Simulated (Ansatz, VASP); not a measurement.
# One calculation of Re, two programs

POSCAR

```
Re
1.0
   -1.5480436201      1.5480436201      1.5480436201
    1.5480436201     -1.5480436201      1.5480436201
    1.5480436201      1.5480436201     -1.5480436201
Re
1
Direct
    0.0000000000      0.0000000000      0.0000000000
```

Contents of INCAR.step1:

```
ALGO = Normal
EDIFF = 1E-4
ENCUT = 520
GGA = PE
ISMEAR = 0
LASPH = True
LCHARG = False
LREAL = False
LWAVE = True
NBANDS = 10
NELM = 100
PREC = Accurate
SIGMA = 0.05
```

Contents of INCAR.step2:

```
ALGO = Normal
EDIFF = 1E-6
ENCUT = 520
ISIF = 2
ISMEAR = 0
ISTART = 1
LASPH = True
LCHARG = True
LELF = True
LMIXTAU = True
LREAL = False
LVHAR = True
LWAVE = False
METAGGA = R2SCAN
NBANDS = 10
NELM = 100
PREC = Accurate
SIGMA = 0.05
```

KPOINTS

```
k-points
0
Gamma
  18 18 18
```

Input for Ansatz:

```yaml
crystal:
  lattice:
    - [-1.5480436201, 1.5480436201, 1.5480436201]
    - [1.5480436201, -1.5480436201, 1.5480436201]
    - [1.5480436201, 1.5480436201, -1.5480436201]
  atoms:
    - { symbol: Re, position: [0.0, 0.0, 0.0] }
basis:
  ecutwfc: 500
  ecutrho_ratio: 4
kpoints:
  mp_grid: { grid: [18, 18, 18] }
hamiltonian:
  xc: r2scan
scf:
  occupations: { method: gaussian, width: 0.05 }
output:
  forces: true
  stress: true
  eigenvalues: true
```

Alike in both runs: task single point; functional r2SCAN; k mesh 18 × 18 × 18; occupations gaussian, width 0.05 eV; no spin polarisation.

|  | VASP | Ansatz |
| --- | --- | --- |
| version | VASP 6.6.1 | Ansatz 0.2.0 |
| potentials or method | VASP PAW PBE potentials, release 64 (Re) | scalar-relativistic, plane waves, PAW |
| plane-wave cutoff (eV) | 520 | 500 |
| valence electrons in the cell | 7 | 15 |

```csv
,VASP,Ansatz,Ansatz less VASP
gap on the k mesh at the Fermi level (eV),none,none,-
pressure (GPa),0.1,0.0,-0.10
```

A gap of «none» marks a metal or a gap that the smearing closes. The two sets of potentials don't hold the same shells in valence.

Caveats: the PAW data sets were made with another functional, which shifts forces and pressure a little (VASP). The runs have no spin-orbit coupling, so splittings on Re are missing.
